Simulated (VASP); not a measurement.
VASP 6.6.1, PBE single-point calculation, BN (strained zincblende)

INCAR

```
LCHARG = .TRUE.
LELF = .TRUE.
NELM = 120
LASPH = .TRUE.
PREC = Accurate
ISIF = 2
ENCUT = 520
IBRION = -1
LREAL = .FALSE.
NBANDS = 11
NSW = 0
SIGMA = 0.02
GGA = PE
LWAVE = .FALSE.
EDIFF = 1E-7
ISMEAR = -1
```

KPOINTS

```
KPOINTS created by Atomic Simulation Environment
0
Gamma
12 12 12
0 0 0
```

KPOINTS_OPT

```
special points
8
Reciprocal
0.0000000000 0.0000000000 0.0000000000 1
-0.5000000000 -0.5000000000 0.0000000000 1
-0.3750000000 -0.3750000000 0.2500000000 1
-0.3750000000 0.0000000000 0.3750000000 1
0.0000000000 0.0000000000 0.5000000000 1
-0.5000000000 -0.2500000000 0.2500000000 1
-0.0026040000 -0.0026040000 -0.0026040000 1
0.0000000000 0.5000000000 0.5000000000 1
```

POSCAR

```
B  N
 1.0000000000000000
     0.0558742404000000    1.7885066867999999    1.7885066867999999
     1.7885066867999999    0.0558742404000000    1.7885066867999999
     1.7885066867999999    1.7885066867999999    0.0558742404000000
 B   N
   1   1
Cartesian
  0.0016139944794109  0.0016139944794109  0.0016139944794109
  0.9066079090205892  0.9066079090205892  0.9066079090205891
```

VASP ran with the recommended PBE PAW datasets (8 valence electrons in the cell).

Command

```
mpirun -np 1 vasp_std
```

From OUTCAR

```
k-points           NKPTS =    189   k-points in BZ     NKDIM =    189   number of bands    NBANDS=     11

   NELECT =       8.0000    total number of electrons

   dimension x,y,z NGX =    20 NGY =   20 NGZ =   20
   dimension x,y,z NGXF=    40 NGYF=   40 NGZF=   40

  energy-cutoff  :      520.00
  volume of cell :       10.91
      direct lattice vectors                 reciprocal lattice vectors
     0.055874240  1.788506687  1.788506687    -0.293016595  0.284139860  0.284139860
     1.788506687  0.055874240  1.788506687     0.284139860 -0.293016595  0.284139860
     1.788506687  1.788506687  0.055874240     0.284139860  0.284139860 -0.293016595

 k-points in reciprocal lattice and weights: KPOINTS created by Atomic Simulation Env
   0.00000000  0.00000000  0.00000000       0.001
   0.08333333  0.00000000  0.00000000       0.003
   0.16666667  0.00000000 -0.00000000       0.003
   0.25000000  0.00000000  0.00000000       0.003
   0.33333333 -0.00000000 -0.00000000       0.003
   0.41666667  0.00000000  0.00000000       0.003
   0.50000000  0.00000000  0.00000000       0.002
   0.08333333  0.08333333  0.00000000       0.003
   ...

 E-fermi :   9.0280

 k-point     1 :       0.0000    0.0000    0.0000
  band No.  band energies     occupation
      1     -12.7549      2.00000
      2       8.1624      2.00000
      3       8.5408      2.00000
      4       8.5408      2.00000
      5      16.4270      0.00000
      6      18.0579      0.00000
      7      18.0579      0.00000
      8      20.4841      0.00000
      9      34.6787      0.00000
     10      37.2150      0.00000
     11      37.2150      0.00000

 k-point     2 :       0.0833    0.0000    0.0000
  band No.  band energies     occupation
      1     -12.5707      2.00000
      2       7.5481      2.00000
      3       8.0283      2.00000
      4       8.3220      2.00000
      5      16.7139      0.00000
      6      18.2941      0.00000
      7      18.3644      0.00000
      8      21.0380      0.00000
      9      33.9847      0.00000
     10      34.7545      0.00000
     11      35.0499      0.00000

 k-point     3 :       0.1667    0.0000   -0.0000
  band No.  band energies     occupation
      1     -12.0235      2.00000
      2       5.3845      2.00000
      3       7.5333      2.00000
      4       7.7934      2.00000
      5      17.3713      0.00000
      6      18.7642      0.00000
      7      19.0533      0.00000
      8      22.2624      0.00000
      9      32.4167      0.00000
     10      33.5287      0.00000
     11      33.5977      0.00000

 k-point     4 :       0.2500    0.0000    0.0000
  band No.  band energies     occupation
      1     -11.1348      2.00000
      2       2.7682      2.00000
      3       6.9990      2.00000
      4       7.1870      2.00000
      5      18.0164      0.00000
      6      19.2382      0.00000
      7      19.6556      0.00000
      8      23.3824      0.00000
      9      31.7835      0.00000
     10      33.0488      0.00000
     11      33.3216      0.00000

 k-point     5 :       0.3333   -0.0000   -0.0000
  band No.  band energies     occupation
      1      -9.9629      2.00000
      2       0.1891      2.00000
      3       6.5555      2.00000
      4       6.6716      2.00000
      5      18.4280      0.00000
      6      19.5470      0.00000
      7      19.8967      0.00000
      8      24.0684      0.00000
      9      32.1291      0.00000
     10      33.3718      0.00000
     11      34.4631      0.00000

 k-point     6 :       0.4167    0.0000    0.0000
  band No.  band energies     occupation
      1      -8.6948      2.00000
      2      -1.9779      2.00000
      3       6.2719      2.00000
      4       6.3363      2.00000
      5      18.5824      0.00000
      6      19.6922      0.00000
      7      19.8859      0.00000
      8      24.4063      0.00000
      9      32.5845      0.00000
     10      34.7452      0.00000
     11      36.4112      0.00000

 k-point     7 :       0.5000    0.0000    0.0000
  band No.  band energies     occupation
      1      -8.0020      2.00000
      2      -2.9781      2.00000
      3       6.1753      2.00000
      4       6.2208      2.00000
      5      18.6038      0.00000
      6      19.7383      0.00000
      7      19.8511      0.00000
      8      24.5103      0.00000
      9      32.7943      0.00000
     10      35.6410      0.00000
     11      37.2703      0.00000

 k-point     8 :       0.0833    0.0833    0.0000
  band No.  band energies     occupation
      1     -12.5150      2.00000
      2       7.5353      2.00000
      3       7.9272      2.00000
      4       7.9793      2.00000
      5      16.7970      0.00000
      6      18.2451      0.00000
      7      18.8095      0.00000
      8      21.0600      0.00000
      9      32.0479      0.00000
     10      35.4911      0.00000
     11      37.5227      0.00000

 k-point     9 :       0.1667    0.0833    0.0000
  band No.  band energies     occupation
      1     -12.0946      2.00000
      2       6.1405      2.00000
      3       7.0024      2.00000
      4       7.7561      2.00000
      5      17.0756      0.00000
      6      18.9087      0.00000
      7      19.5012      0.00000
      8      21.8962      0.00000
      9      30.2831      0.00000
     10      35.0899      0.00000
     11      35.9936      0.00000

 k-point    10 :       0.2500    0.0833   -0.0000
  band No.  band energies     occupation
      1     -11.3247      2.00000
      2       3.7204      2.00000
      3       6.4092      2.00000
      4       7.2350      2.00000
      5      17.5907      0.00000
      6      19.6702      0.00000
      7      20.0491      0.00000
      8      22.8870      0.00000
      9      29.8119      0.00000
     10      34.2047      0.00000
     11      35.3236      0.00000

 k-point    11 :       0.3333    0.0833   -0.0000
  band No.  band energies     occupation
      1     -10.2473      2.00000
      2       1.1543      2.00000
      3       5.9941      2.00000
      4       6.6161      2.00000
      5      18.0359      0.00000
      6      20.0683      0.00000
      7      20.3492      0.00000
      8      23.7432      0.00000
      9      30.5250      0.00000
     10      34.0479      0.00000
     11      35.4806      0.00000

 k-point    12 :       0.4167    0.0833    0.0000
  band No.  band energies     occupation
      1      -8.9850      2.00000
      2      -1.1675      2.00000
      3       5.8076      2.00000
      4       6.0676      2.00000
      5      18.3045      0.00000
      6      20.0328      0.00000
      7      20.4253      0.00000
      8      24.4979      0.00000
      9      31.6207      0.00000
     10      34.6625      0.00000
     11      36.3921      0.00000

 k-point    13 :       0.5000    0.0833    0.0000
  band No.  band energies     occupation
      1      -7.9780      2.00000
      2      -2.6829      2.00000
      3       5.6820      2.00000
      4       5.8644      2.00000
      5      18.5071      0.00000
      6      19.8247      0.00000
      7      20.3804      0.00000
      8      24.8959      0.00000
      9      32.1792      0.00000
     10      35.7173      0.00000
     11      36.7615      0.00000

 k-point    14 :      -0.4167    0.0833    0.0000
  band No.  band energies     occupation
      1      -8.1992      2.00000
      2      -2.3732      2.00000
      3       5.5181      2.00000
      4       6.1425      2.00000
      5      18.7018      0.00000
      6      19.6934      0.00000
      7      20.2373      0.00000
      8      24.7605      0.00000
      9      32.1809      0.00000
     10      34.4571      0.00000
     11      37.0918      0.00000

 k-point    15 :      -0.3333    0.0833    0.0000
  band No.  band energies     occupation
      1      -9.3707      2.00000
      2      -0.5244      2.00000
      3       5.5994      2.00000
      4       6.6048      2.00000
      5      18.6761      0.00000
      6      19.8009      0.00000
      7      19.9774      0.00000
      8      24.2035      0.00000
      9      31.5985      0.00000
     10      32.8152      0.00000
     11      36.8730      0.00000

 k-point    16 :      -0.2500    0.0833    0.0000
  band No.  band energies     occupation
      1     -10.6011      2.00000
      2       1.9043      2.00000
      3       5.9311      2.00000
      4       7.1811      2.00000
      5      18.2563      0.00000
      6      19.5398      0.00000
      7      19.9655      0.00000
      8      23.5050      0.00000
      9      30.6322      0.00000
     10      32.1799      0.00000
     11      36.3604      0.00000

 ...

  Total        2.7085790      2.7085790      2.7085790     -1.1611130     -1.1611130     -1.1611130
  in kB      397.9121892    397.9121892    397.9121892   -170.5768982   -170.5768982   -170.5768982
  external PRESSURE =     397.9121892 kB  Pullay stress =       0.0000000 kB

 POSITION                                       TOTAL-FORCE (eV/Angst)
 -----------------------------------------------------------------------------------
      0.00161      0.00161      0.00161         0.043022      0.043022      0.043022
      0.90661      0.90661      0.90661        -0.043022     -0.043022     -0.043022
 -----------------------------------------------------------------------------------
    total drift:                               -0.000000     -0.000000     -0.000000

  FREE ENERGIE OF THE ION-ELECTRON SYSTEM (eV)
  ---------------------------------------------------
  free  energy   TOTEN  =       -17.2806844075 eV

  energy  without entropy=      -17.2806844075  energy(sigma->0) =      -17.28068441
```

```json
{
 "gap between bands v and c": "4.35 eV",
 "least direct gap": "7.89 eV",
 "pressure": "39.8 GPa",
 "largest force": "0.07 eV/Å"
}
```

Band v is the last that the valence electrons fill when counted band by band, and c is the next.

The run took about 19 s on one core of a shared host (Intel Xeon Platinum 8488C) and held 0.14 GiB at most.
